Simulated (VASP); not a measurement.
# Zr (Im-3m) in VASP: a series of runs

One crystal, Zr, is run at these levels: LDA+U, RPBE+D4; tasks: core levels, electric field gradients.

Program: VASP 6.6.1. These are calculated values, not measurements. Logs are shortened: lines on timing, memory, paths and dates and some standing lists are left out, and cuts for length are marked.

### 1 Starting point

It takes space group Im-3m (No. 229, cubic). Conventional cell: a = 3.620 Å, b = 3.620 Å, c = 3.620 Å, α = 90.00°, β = 90.00°, γ = 90.00°. Zr (site symmetry m-3m) is surrounded by 8 Zr at 3.14 Å.

This isn't the form of Zr at room conditions, which is hcp.

### 2 Core levels, LDA+U

File INCAR:

```
SYSTEM = Zr
PREC = Accurate
ENCUT = 520
EDIFF = 1E-6
ISMEAR = 0
SIGMA = 0.05
LREAL = .FALSE.
LASPH = .FALSE.
NELM = 80
ALGO = VeryFast
ISIF = 2
LWAVE = .FALSE.
LCHARG = .FALSE.
LMAXMIX = 4
LDAU = .TRUE.
LDAUTYPE = 2
LDAUL = 2
LDAUU = 3
LDAUJ = 1
LDAUPRINT = 1
GGA = CA
ICORELEVEL = 1
```

File KPOINTS:

```
regular mesh
0
G
  10 10 10
  0 0 0
```

File POSCAR:

```
Zr
1.0
   -1.8100000000      1.8100000000      1.8100000000
    1.8100000000     -1.8100000000      1.8100000000
    1.8100000000      1.8100000000     -1.8100000000
Zr
1
Direct
    0.0000000000      0.0000000000      0.0000000000
```

Potentials or basis: VASP PAW LDA potentials, release 54 (Zr_sv).

On the command line:

```console
> cat potpaw_LDA.54/Zr_sv/POTCAR > POTCAR
> mpirun -np 1 vasp_std > vasp.out
```

OUTCAR:

```text
SYSTEM = Zr
   PREC = Accurate
   ENCUT = 520
   EDIFF = 1E-6
   ISMEAR = 0
   LREAL = .FALSE.
   LASPH = .FALSE.
   NELM = 80
   ISIF = 2
   GGA = CA

 ion  position               nearest neighbor table
   1  0.000  0.000  0.000-

  LATTYP: Found a body centered cubic cell.
 ALAT       =     3.6200000000

  Lattice vectors:

 A1 = (  -1.8100000000,   1.8100000000,   1.8100000000)
 A2 = (   1.8100000000,  -1.8100000000,   1.8100000000)
 A3 = (   1.8100000000,   1.8100000000,  -1.8100000000)

Analysis of symmetry for initial positions (statically):
=====================================================================
 Subroutine PRICEL returns:
 Original cell was already a primitive cell.

 Routine SETGRP: Setting up the symmetry group for a
 body centered cubic supercell.

 Subroutine GETGRP returns: Found 48 space group operations
 (whereof 48 operations were pure point group operations)
 out of a pool of 48 trial point group operations.

The static configuration has the point symmetry O_h .

Analysis of symmetry for dynamics (positions and initial velocities):
=====================================================================
 Subroutine PRICEL returns:
 Original cell was already a primitive cell.

 Routine SETGRP: Setting up the symmetry group for a
 body centered cubic supercell.

 Subroutine GETGRP returns: Found 48 space group operations
 (whereof 48 operations were pure point group operations)
 out of a pool of 48 trial point group operations.

The dynamic configuration has the point symmetry O_h .

 Subroutine INISYM returns: Found 48 space group operations
 (whereof 48 operations are pure point group operations),
 and found     1 'primitive' translations

----------------------------------------------------------------------------------------

                                     Primitive cell

  volume of cell :      23.7190

  direct lattice vectors                    reciprocal lattice vectors
    -1.810000000  1.810000000  1.810000000     0.000000000  0.276243094  0.276243094
     1.810000000 -1.810000000  1.810000000     0.276243094  0.000000000  0.276243094
     1.810000000  1.810000000 -1.810000000     0.276243094  0.276243094  0.000000000

  length of vectors
     3.135011962  3.135011962  3.135011962     0.390666730  0.390666730  0.390666730

  position of ions in fractional coordinates (direct lattice)
     0.000000000  0.000000000  0.000000000

  ion indices of the primitive-cell ions
   primitive index   ion index
                 1           1

----------------------------------------------------------------------------------------

 KPOINTS: regular mesh

Automatic generation of k-mesh.
 Grid dimensions read from file:
 generate k-points for:   10   10   10

 Generating k-lattice:

  Cartesian coordinates                     Fractional coordinates (reciprocal lattice)
     0.000000000  0.027624309  0.027624309     0.100000000  0.000000000  0.000000000
     0.027624309  0.000000000  0.027624309     0.000000000  0.100000000  0.000000000
     0.027624309  0.027624309  0.000000000     0.000000000  0.000000000  0.100000000

  Length of vectors
     0.039066673  0.039066673  0.039066673

  Shift w.r.t. Gamma in fractional coordinates (k-lattice)
     0.000000000  0.000000000  0.000000000

 Subroutine IBZKPT returns following result:
 ===========================================

 Found     47 irreducible k-points:

 Following reciprocal coordinates:
            Coordinates               Weight
  0.000000  0.000000  0.000000      1.000000
  0.100000  0.000000  0.000000     12.000000
  0.200000  0.000000  0.000000     12.000000
  0.300000  0.000000  0.000000     12.000000
  0.400000  0.000000  0.000000     12.000000
  0.500000  0.000000  0.000000      6.000000
[... 39 lines left out ...]
  0.500000  0.500000  0.400000     12.000000
  0.500000  0.500000  0.500000      1.000000
   k-points           NKPTS =     47   k-points in BZ     NKDIM =     47   number of bands    NBANDS=     10
   number of dos      NEDOS =    301   number of ions     NIONS =      1
   total plane-waves  NPLWV =  13824
   dimension x,y,z NGX =    24 NGY =   24 NGZ =   24
   dimension x,y,z NGXF=    48 NGYF=   48 NGZF=   48
   ions per type =               1
   NGX,Y,Z   is equivalent  to a cutoff of  12.73, 12.73, 12.73 a.u.
   NGXF,Y,Z  is equivalent  to a cutoff of  25.45, 25.45, 25.45 a.u.
 SYSTEM =  Zr
   PREC   = accura    normal or accurate (medium, high low for compatibility)
   ISTART =      0    job   : 0-new  1-cont  2-samecut
   ICHARG =      2    charge: 1-file 2-atom 10-const
   ISPIN  =      1    spin polarized calculation?
   LNONCOLLINEAR =      F non collinear calculations
   LSORBIT =      F    spin-orbit coupling
   LASPH  =      F    aspherical Exc in radial PAW
   ENCUT  =  520.0 eV  38.22 Ry    6.18 a.u.   5.83  5.83  5.83*2*pi/ulx,y,z
   NELM   =     80;   NELMIN=  2; NELMDL=-12     # of ELM steps
   EDIFF  = 0.1E-05   stopping-criterion for ELM
   LREAL  =      F    real-space projection
   EDIFFG = 0.1E-04   stopping-criterion for IOM
   NSW    =      0    number of steps for IOM
   IBRION =     -1    ionic relax: 0-MD 1-quasi-New 2-CG
   NFREE  =      0    steps in history (QN), initial steepest desc. (CG)
   ISIF   =      2    stress and relaxation
   ISYM   =      2    0-nonsym 1-usesym 2-fastsym
   POTIM  = 0.5000    time-step for ionic-motion
   TEBEG  =    0.0;   TEEND  =   0.0 temperature during run
   PSTRESS=    0.0 pullay stress
   NELECT =      12.0000    total number of electrons
   NUPDOWN=      -1.0000    fix difference up-down
   EMIN   =  10.00;   EMAX   =-10.00  energy-range for DOS
   EFERMI =   0.00;   METHOD = LEGACY
   ISMEAR =     0;   SIGMA  =   0.05  broadening in eV -4-tet -1-fermi 0-gaus
   EFERMI_NEDOS =   21; number of points for ismear=-14 and -15
   IALGO  =     48    algorithm
   IMIX   =      4    mixing-type and parameters
     AMIX     =   0.40;   BMIX     =  1.00
     AMIX_MAG =   1.60;   BMIX_MAG =  1.00
  volume/ion in A,a.u.               =      23.72       160.06
  Fermi-wavevector in a.u.,A,eV,Ry     =   1.304478  2.465105 23.152520  1.701662
  Thomas-Fermi vector in A             =   2.435411
   LORBIT       =      0    0 simple, 1 ext, 2 COOP (PROOUT), +10 PAW based schemes
 LDA+U is selected, type is set to LDAUTYPE =  2
   angular momentum for each species LDAUL =     2
   U (eV)           for each species LDAUU =   3.0
   J (eV)           for each species LDAUJ =   1.0
   GGA     = CA    functional components
   LHFCALC =     F    Hartree Fock is set to
   AEXX    =    0.0000 exact exchange contribution
   IVDW    =     0    specifies the selected vdW correction
   LEPSILON=     F    determine dielectric tensor
   LRPA    =     F    only Hartree local field effects (RPA)
 non-spin polarized calculation
 RMM-DIIS sequential band-by-band
 Gauss-broadening in eV      SIGMA  =   0.05
  energy-cutoff  :      520.00
  volume of cell :       23.72
 maximum number of plane-waves:       682
   NGX = 11   NGY = 11   NGZ = 11

atom =   1  type =  1  l = 2

 onsite density matrix

spin component  1

  0.1657  0.0000  0.0000 -0.0000  0.0000
  0.0000  0.1657 -0.0000 -0.0000 -0.0000
  0.0000 -0.0000  0.1521  0.0000 -0.0000
 -0.0000 -0.0000  0.0000  0.1657 -0.0000
  0.0000 -0.0000 -0.0000 -0.0000  0.1521

spin component  2

  0.1657  0.0000  0.0000 -0.0000  0.0000
  0.0000  0.1657 -0.0000 -0.0000 -0.0000
  0.0000 -0.0000  0.1521  0.0000 -0.0000
 -0.0000 -0.0000  0.0000  0.1657 -0.0000
  0.0000 -0.0000 -0.0000 -0.0000  0.1521

 occupancies and eigenvectors

  o =  0.1521  v =  0.0000  0.0000 -0.0016 -0.0000  1.0000  0.0000  0.0000  0.0000  0.0000  0.0000      0.0000  0.0000  0.0000  0.0000  0.0000  0.0000  0.0000  0.0000  0.0000  0.0000
  o =  0.1521  v =  0.0000  0.0000  0.0000  0.0000  0.0000  0.0000  0.0000 -0.0016 -0.0000  1.0000      0.0000  0.0000  0.0000  0.0000  0.0000  0.0000  0.0000  0.0000  0.0000  0.0000
  o =  0.1521  v =  0.0000 -0.0000 -1.0000  0.0000 -0.0016  0.0000  0.0000  0.0000  0.0000  0.0000      0.0000  0.0000  0.0000  0.0000  0.0000  0.0000  0.0000  0.0000  0.0000  0.0000
  o =  0.1521  v =  0.0000  0.0000  0.0000  0.0000  0.0000  0.0000 -0.0000 -1.0000  0.0000 -0.0016      0.0000  0.0000  0.0000  0.0000  0.0000  0.0000  0.0000  0.0000  0.0000  0.0000
  o =  0.1657  v =  0.0000  0.0000  0.0000  0.0000  0.0000  0.0000  0.9653 -0.0000 -0.2610 -0.0000      0.0000  0.0000  0.0000  0.0000  0.0000  0.0000  0.0000  0.0000  0.0000  0.0000
  o =  0.1657  v =  0.0000  0.9653 -0.0000 -0.2610 -0.0000  0.0000  0.0000  0.0000  0.0000  0.0000      0.0000  0.0000  0.0000  0.0000  0.0000  0.0000  0.0000  0.0000  0.0000  0.0000
  o =  0.1657  v =  0.0000  0.0000  0.0000  0.0000  0.0000  0.0000 -0.2610 -0.0000 -0.9653  0.0000      0.0000  0.0000  0.0000  0.0000  0.0000  0.0000  0.0000  0.0000  0.0000  0.0000
  o =  0.1657  v =  0.0000 -0.2610 -0.0000 -0.9653  0.0000  0.0000  0.0000  0.0000  0.0000  0.0000      0.0000  0.0000  0.0000  0.0000  0.0000  0.0000  0.0000  0.0000  0.0000  0.0000
  o =  0.1657  v =  1.0000  0.0000  0.0000  0.0000  0.0000  0.0000  0.0000  0.0000  0.0000  0.0000      0.0000  0.0000  0.0000  0.0000  0.0000  0.0000  0.0000  0.0000  0.0000  0.0000
  o =  0.1657  v =  0.0000  0.0000  0.0000  0.0000  0.0000  1.0000  0.0000  0.0000  0.0000  0.0000      0.0000  0.0000  0.0000  0.0000  0.0000  0.0000  0.0000  0.0000  0.0000  0.0000

 number of electron      12.0000000 magnetization

 Free energy of the ion-electron system (eV)
  ---------------------------------------------------
  ext. energy  EPLUGINS =         0.00000000
  ---------------------------------------------------
  free energy    TOTEN  =        -7.78377277 eV

  energy without entropy =       -7.78176696  energy(sigma->0) =       -7.78276987

 the core state eigenenergies are
   1-  1s -17713.5587  2s  -2445.0841  2p  -2182.7497  3s   -388.1909  3p   -302.3854
       3d   -160.5981

 E-fermi :   8.6346     XC(G=0): -11.2295

 val. band max:        8.6249917219   @ k =   0.2000   0.2000   0.0000
 cond. band min:       8.6731736154   @ k =   0.3000   0.2000   0.0000
 fundamental gap:      0.0481818935
 Fermi energy:         8.6345851896

 k-point     1 :       0.0000    0.0000    0.0000
  band No.  band energies     occupation
      1     -40.1473      2.00000
      2     -17.8077      2.00000
      3     -17.8077      2.00000
      4     -17.8077      2.00000
      5       2.9857      2.00000
      6       9.8000      0.00000
      7       9.8000      0.00000
      8       9.8000      0.00000
      9      12.2724      0.00000
     10      12.2724      0.00000
[... 274 lines left out ...]
 k-point    23 :       0.3000    0.3000    0.1000
  band No.  band energies     occupation
      1     -39.9941      2.00000

------------------------ aborting loop because EDIFF is reached ----------------------------------------

  FORCE on cell =-STRESS in cart. coord.  units (eV):
  Direction    XX          YY          ZZ          XY          YZ          ZX
  --------------------------------------------------------------------------------------
  -------------------------------------------------------------------------------------
  Total       -0.6349812     -0.6349812     -0.6349812     -0.0000000      0.0000000     -0.0000000
  in kB      -42.8919420    -42.8919420    -42.8919420     -0.0000000      0.0000000     -0.0000000
  external PRESSURE =     -42.8919420 kB  Pullay stress =       0.0000000 kB

 VOLUME and BASIS-vectors are now :
 -----------------------------------------------------------------------------
  energy-cutoff  :      520.00
  volume of cell :       23.72
      direct lattice vectors                 reciprocal lattice vectors
    -1.810000000  1.810000000  1.810000000     0.000000000  0.276243094  0.276243094
     1.810000000 -1.810000000  1.810000000     0.276243094  0.000000000  0.276243094
     1.810000000  1.810000000 -1.810000000     0.276243094  0.276243094  0.000000000

 POSITION                                       TOTAL-FORCE (eV/Angst)
 -----------------------------------------------------------------------------------
      0.00000      0.00000      0.00000         0.000000     -0.000000      0.000000
 -----------------------------------------------------------------------------------
    total drift:                               -0.000000     -0.000000      0.000000

  FREE ENERGIE OF THE ION-ELECTRON SYSTEM (eV)
  ---------------------------------------------------
  free  energy   TOTEN  =        -7.7837727705 eV

  energy  without entropy=       -7.7817669598  energy(sigma->0) =       -7.78276987
```

It took 15 s on 1 thread of AMD EPYC 9R45 (Zen 5), shared host; peak memory 0.09 GiB.

What came out:

* Free energy: -7.7838 eV
* Pressure: -4.3 GPa
* Band gap on the k mesh: none (metal or under the smearing width)

Eigenvalues of the final occupation matrices:
```tsv
site	spin	trace	eigenvalues
site 1 d	1	0.80	0.15 0.15 0.17 0.17 0.17
site 1 d	2	0.80	0.15 0.15 0.17 0.17 0.17
```

Core levels (eV, on the scale of the bands):
| atom | levels |
| --- | --- |
| 1 Zr | 1s -17713.6, 2s -2445.1, 2p -2182.7, 3s -388.2, 3p -302.4, 3d -160.6 |

Caveat: U without spin polarisation on a metal has little footing; the U is typed as a test and isn't derived for this compound.

[end of part 1 of 2]
